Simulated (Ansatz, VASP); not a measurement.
# SnSe: VASP beside Ansatz

```xyz
4
Lattice="4.2853 0.0000 0.0000 0.0000 4.2853 0.0000 0.0000 0.0000 10.9907" Properties=species:S:1:pos:R:3 pbc="T T T"
Sn    2.1427    0.0000    4.0911
Sn    0.0000    2.1427    6.8996
Se    2.1427    0.0000    6.7707
Se    0.0000    2.1427    4.2200
```

Alike in both runs: task single point; functional PBEsol; k mesh 8 × 8 × 4; occupations gaussian, width 0.05 eV; no spin polarisation.

|  | VASP | Ansatz |
| --- | --- | --- |
| version | VASP 6.6.1 | Ansatz 0.2.0 |
| potentials or method | VASP PAW PBE potentials, release 64 (Sn_d, Se) | scalar-relativistic, plane waves, PAW |
| plane-wave cutoff (eV) | 520 | 420 |
| valence electrons in the cell | 40 | 60 |

VASP gave:

| Item | Value |
| --- | --- |
| gap on the k mesh at the Fermi level (eV) | 0.97 |
| least direct gap on the mesh (eV) | 0.97 |
| rms of the force components (eV/Å) | 0.048 |

Q: What did Ansatz give for the same quantities?

A: gap on the k mesh at the Fermi level (eV): 0.98; least direct gap on the mesh (eV): 0.98; rms of the force components (eV/Å): 0.050.

Atom by atom the forces differ by 0.009 eV/Å (rms over components). The two sets of potentials don't hold the same shells in valence.

Caveats: the PAW data sets were made with another functional, which shifts forces and pressure a little (VASP); spin-orbit coupling is left out, which moves the levels of the heavy elements.
